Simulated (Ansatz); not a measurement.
# ZnCu (Pm-3m) in Ansatz: reference runs

Reference runs on ZnCu: the cell as given and a disturbed copy.

Everything below comes from runs of Ansatz 0.2.0. Logs are shortened: lines on timing, memory, paths and dates and some standing lists are left out, and cuts for length are marked.

### 1 The structure

Symmetry: Pm-3m, No. 221, cubic system. Conventional cell: a = 2.945 Å, b = 2.945 Å, c = 2.945 Å, α = 90.00°, β = 90.00°, γ = 90.00°. Around Zn (site symmetry m-3m) lie 8 Cu at 2.55 Å. Cu (site symmetry m-3m) is surrounded by 8 Zn at 2.55 Å.

### 2 Single point, PBEsol

The input, input.yaml:

```yaml
crystal:
  lattice:
    - [2.945, 0.0, 0.0]
    - [0.0, 2.945, 0.0]
    - [0.0, 0.0, 2.945]
  atoms:
    - { symbol: Zn, position: [0.5, 0.5, 0.5] }
    - { symbol: Cu, position: [0.0, 0.0, 0.0] }
hamiltonian:
  xc: pbesol
  pseudopotentials: { kind: paw }
kpoints:
  mp_grid: { grid: [9, 9, 9] }
scf:
  occupations: { method: fermi_dirac, width: 0.05 }
output:
  forces: true
  stress: true
  eigenvalues: true
```

Potentials or basis: Ansatz PAW.

The run is started by

```sh
$ ansatz run input.yaml --threads 2 --pin off --max-ram 5632MiB --backend cpu --events-out ev --progress --plain --runs-dir out
```

The log of the run:

```text
Warning: RAYON_NUM_THREADS=2 ignored (pool sized by the plan → 2); use --threads N
Engine: ansatz 0.2.0, aarch64-unknown-linux-gnu
Pseudopotentials: kind: paw
Pseudopotential: Zn, paw, valence charge 12, recommended cutoff 420 eV (normal), Zn.paw.azcp
Pseudopotential: Cu, paw, valence charge 19, recommended cutoff 420 eV (normal), Cu.paw.azcp
Functional definition: PBEsol
  exchange = pbesol_x
  correlation = pbesol_c
Crystal: 2 atoms, lattice volume = 25.542 Å³
Basis set: ecut = 420 eV, 485 PW (Γ), exchange–correlation on 40×40×40 points (8 copies of the dense FFT grid, shifted against one another)
Bands: 20, of which v1, the nominal top of the filled ones, is band 16 counted from 1 (15 counted from 0)
Symmetry: 48 space group operations
Space group: Pm-3m (ITA 221), of the structure as read, at distance tolerance 2.9e-5 Å
k-points: 35 of 729
Non-local potential: Zn, projectors of the file, l = 0: 2, l = 1: 2, l = 2: 3, l = 3: 1
Non-local potential: Cu, projectors of the file, l = 0: 3, l = 1: 2, l = 2: 3, l = 3: 1
PAW form: soft (Blöchl's): semilocal exchange-correlation on the pseudo side does not see the compensation charge
PAW frozen core: Zn, regenerated for the run's functional, and the local potential with it (the file was generated under x = pbe(κ = 0.804, μ = 0.2195149727645171), c = pbe(β = 0.06672455060314922))
PAW frozen core: Cu, regenerated for the run's functional, and the local potential with it (the file was generated under x = pbe(κ = 0.804, μ = 0.2195149727645171), c = pbe(β = 0.06672455060314922))
PAW one-centre angular grid: Zn, 590 points (default); XC on 64 Gauss nodes
PAW one-centre angular grid: Cu, 590 points (default); XC on 64 Gauss nodes
Initial density: superposition of atomic densities (neutral atoms: chi_scale 0, normalization atom), corrected by the library's trained network
Initial wavefunctions: pseudopotential atomic-orbital guess
Functional: x = pbesol(κ = 0.804, μ = 0.12345679012345678), c = pbesol(β = 0.046)
SCF iter   1: F=—  HF=-9869.862563 eV  |F-HF|=—  |Δ(HF+E_count)|=         —  Δρ=1.39e-2  dr2=2.62e-2  ethr=1.77e-3  ⟨swp⟩=5.6  Hψ=2985  notcnv=0
preconditioner: auto → none  [insulator: Δε(μ)=0.196 eV  Ē_g=12.672 eV  σ=0.050 eV  W_gap=0.75  n_scr=6 (ndim 8)  ℏωp=35.2 eV  f_vac=0.000  D(μ)=0.44/eV (n_scr^D=0)  ε∞_Penn≈8.7]
SCF iter   2: F=—  HF=-9869.857409 eV  |F-HF|=—  |Δ(HF+E_count)|=   5.15e-3  Δρ=1.02e-3  dr2=2.12e-4  ethr=8.47e-5  ⟨swp⟩=2.4  Hψ=1457  notcnv=0  defer=14
SCF iter   3: F=—  HF=-9869.857233 eV  |F-HF|=—  |Δ(HF+E_count)|=   1.76e-4  Δρ=8.82e-4  dr2=8.25e-5  ethr=6.83e-7  ⟨swp⟩=2.0  Hψ=1225  notcnv=0  defer=14
SCF iter   4: F=—  HF=-9869.857257 eV  |F-HF|=—  |Δ(HF+E_count)|=   2.36e-5  Δρ=4.24e-4  dr2=2.80e-5  ethr=2.66e-7  ⟨swp⟩=2.2  Hψ=941  notcnv=0  defer=14
SCF iter   5: F=—  HF=-9869.857251 eV  |F-HF|=—  |Δ(HF+E_count)|=   6.18e-6  Δρ=3.08e-5  dr2=1.95e-7  ethr=9.04e-8  ⟨swp⟩=2.0  Hψ=1016  notcnv=0  defer=14
SCF iter   6: F=-9869.857251 eV  HF=-9869.857251 eV  |F-HF|=5.28e-9  |Δ(HF+E_count)|=   2.22e-9  Δρ=3.50e-6  dr2=3.38e-9  ethr=3.23e-10  ⟨swp⟩=6.2  Hψ=3183  notcnv=0
SCF 1 converged in 6 iterations: F = -9869.857251 eV  dr2 = 3.38e-9
SCF converged after 6 iterations
Free energy (F): -9869.857251 eV
Harris-Foulkes:  -9869.857251 eV  (|F-HF|=5.28e-9)
Internal energy: -9869.853029 eV  (E = F + TS)
E sigma→0 (E₀):  -9869.855140 eV
Entropy (-TS):   -0.004222 eV (-2.111 meV/atom)
Fermi energy:    14.379960 eV
--- Per-component energies (eV) ---
  E_band       = -321.505113
  E_kinetic    = 431.937805
  E_local      = -5792.304407  (includes V_loc(G=0)·N_el)
  E_nonlocal   = 1004.247333
  E_hartree    = 2522.940271
  E_xc         = -225.717936
  E_vxc        = -169.198644  (∫ρ·V_xc dr)
  E_paw        = -3415.011896  (= ΣΔE_a)
  E_vpaw       = -842.067760  (= ΣTr[D̂ρ^β])
  E_aug_tail   = -0.000046  (compensation charges beyond the density's cutoff)
  E_ewald      = -4396.947710
  E_core_change = 1.003557  (= ΣΔE_core)
  E_smearing   = -0.004222  (= −TS)
  E_closure    = -0.000000  (closes the sum)
  Σ components = -9869.857251   (vs F -9869.857251, Δ=0.00e0)
--- Forces (eV/Å), atoms counted from 1 ---
  atom   1  Zn     0.00000000    -0.00000000     0.00000000
  atom   2  Cu    -0.00000000     0.00000000    -0.00000000
  max |Σ_I F_I| component: 5.00e-30 eV/Å
--- Stress (GPa, compression-positive) ---
       -4.450469      -0.000000       0.000000
        0.000000      -4.450469       0.000000
        0.000000       0.000000      -4.450469
  P = ⅓ Tr σ = -4.4505 GPa (-44.505 kbar)
--- Band table (eV; the first three rows and the last of 35) ---
  k-point 0: bands = ["-98.3413", "-55.8620", "-55.8620", "-55.8620", "3.9399", "6.5343", "6.5343", "7.2358", "7.2358", "7.2358", "10.7817", "10.7817", "11.6330", "11.6330", "11.6330", "20.4782", "20.4782", "20.4782", "25.5679", "25.5679"]
  k-point 1: bands = ["-98.3412", "-55.8632", "-55.8619", "-55.8619", "4.1629", "6.5603", "6.5821", "7.2163", "7.2163", "7.2457", "10.7678", "10.8004", "11.5581", "11.5581", "11.6239", "18.6912", "20.8182", "20.8182", "25.6842", "26.1774"]
  k-point 2: bands = ["-98.3410", "-55.8662", "-55.8617", "-55.8617", "4.8116", "6.6275", "6.7182", "7.1673", "7.1673", "7.2711", "10.7317", "10.8097", "11.3807", "11.3807", "11.6008", "15.9124", "21.7859", "21.7859", "26.0401", "26.5521"]
  k-point 34: bands = ["-98.3397", "-55.8702", "-55.8701", "-55.8701", "6.6369", "6.6659", "6.6659", "7.5024", "7.5024", "9.9618", "10.1147", "10.1147", "11.8502", "11.8502", "16.1724", "17.8367", "17.8367", "18.1970", "19.9383", "19.9383"]
```

Run time: 0.62 s. Hardware: 2 threads of Arm Neoverse V2, shared host; peak memory 0.29 GiB.

Results:

* Free energy: -9869.8573 eV
* Pressure: -4.5 GPa
* Band gap on the k mesh: none (metal or under the smearing width)

Levels at points of the mesh, in eV from the Fermi level:
| k point | band 11 | band 12 | band 13 | band 14 | band 15 | band 16 | band 17 | band 18 | band 19 | band 20 |
| --- | --- | --- | --- | --- | --- | --- | --- | --- | --- | --- |
| (0.00, 0.00, 0.00) | -3.60 | -3.60 | -2.75 | -2.75 | -2.75 | 6.10 | 6.10 | 6.10 | 11.19 | 11.19 |

Caveat: the PAW data sets come from PBE, with cores solved anew for the run's functional, which leaves a small shift of forces and pressure.

### 3 Single point, PBEsol (atoms moved at random, drawn with an rms of 0.05 Å)

input.yaml, as its differences from that of step 2:

```diff
@@ -6,4 +6,4 @@
   atoms:
-    - { symbol: Zn, position: [0.5, 0.5, 0.5] }
-    - { symbol: Cu, position: [0.0, 0.0, 0.0] }
+    - { symbol: Zn, position: [0.511103, 0.504241, 0.495278] }
+    - { symbol: Cu, position: [-0.02283, -0.00903, 0.00355] }
 hamiltonian:
```

Potentials or basis: Ansatz PAW.

The run is started by

```sh
$ ansatz run input.yaml --threads 2 --pin off --max-ram 5632MiB --backend cpu --events-out ev --progress --plain --runs-dir out
```

The log of the run:

```text
Warning: RAYON_NUM_THREADS=2 ignored (pool sized by the plan → 2); use --threads N
[... 7 set-up lines as earlier in the session ...]
Crystal: 2 atoms, lattice volume = 25.542 Å³
Basis set: ecut = 420 eV, 485 PW (Γ), exchange–correlation on 40×40×40 points (8 copies of the dense FFT grid, shifted against one another)
[... 36 lines left out ...]
  E_xc         = -225.763218
  E_vxc        = -169.256317  (∫ρ·V_xc dr)
  E_paw        = -3414.971547  (= ΣΔE_a)
  E_vpaw       = -841.992165  (= ΣTr[D̂ρ^β])
  E_aug_tail   = -0.000048  (compensation charges beyond the density's cutoff)
  E_ewald      = -4393.691596
  E_core_change = 1.003557  (= ΣΔE_core)
  E_smearing   = -0.004290  (= −TS)
  E_closure    = -0.000000  (closes the sum)
  Σ components = -9869.829946   (vs F -9869.829946, Δ=0.00e0)
--- Forces (eV/Å), atoms counted from 1 ---
  atom   1  Zn    -0.45076913    -0.18309673     0.11461695
  atom   2  Cu     0.45079861     0.18310854    -0.11462434
  max |Σ_I F_I| component: 2.95e-5 eV/Å
--- Stress (GPa, compression-positive) ---
       -4.096295       0.422567      -0.264502
        0.422567      -3.655463      -0.107343
       -0.264502      -0.107343      -3.604589
  P = ⅓ Tr σ = -3.7854 GPa (-37.854 kbar)
--- Band table (eV; the first three rows and the last of 365) ---
  k-point 0: bands = ["-98.3474", "-55.8703", "-55.8691", "-55.8659", "3.9389", "6.5236", "6.5316", "7.2214", "7.2333", "7.2345", "10.7629", "10.7756", "11.6220", "11.6221", "11.6259", "20.4812", "20.4868", "20.5359", "25.5282", "25.5652"]
  k-point 1: bands = ["-98.3474", "-55.8711", "-55.8694", "-55.8659", "4.1620", "6.5545", "6.5739", "7.2027", "7.2143", "7.2419", "10.7521", "10.7921", "11.5508", "11.5511", "11.6148", "18.6934", "20.8264", "20.8707", "25.6514", "26.1307"]
  k-point 2: bands = ["-98.3472", "-55.8739", "-55.8694", "-55.8657", "4.8108", "6.6195", "6.7101", "7.1539", "7.1634", "7.2649", "10.7199", "10.7999", "11.3744", "11.3823", "11.5952", "15.9135", "21.7926", "21.8234", "26.0057", "26.4946"]
  k-point 364: bands = ["-98.3468", "-55.8765", "-55.8698", "-55.8693", "6.5876", "6.8013", "6.8511", "7.0102", "7.2203", "8.2594", "9.7216", "10.7826", "11.0141", "11.3850", "11.5334", "12.5699", "22.8889", "22.9790", "25.0224", "25.0700"]
```

Run time: 6.6 s. Hardware: 2 threads of Arm Neoverse V2, shared host; peak memory 0.48 GiB.

What came out:

```yaml
Free_energy: -9869.8299 eV
Pressure: -3.8 GPa
Largest_force: 0.500 eV/Å
Band_gap_on_the_k_mesh: none (metal or under the smearing width)
```

Forces on the atoms (eV/Å):
```
Zn  -0.451 -0.183  0.115
Cu   0.451  0.183 -0.115
```

Levels at points of the mesh, in eV from the Fermi level:
```tsv
k point	band 12	band 13	band 14	band 15	band 16	band 17	band 18	band 19	band 20
(0.00, 0.00, 0.00)	-3.61	-2.76	-2.76	-2.76	6.10	6.11	6.15	11.15	11.18
```

Caveat: the PAW data sets come from PBE, with cores solved anew for the run's functional, which leaves a small shift of forces and pressure.
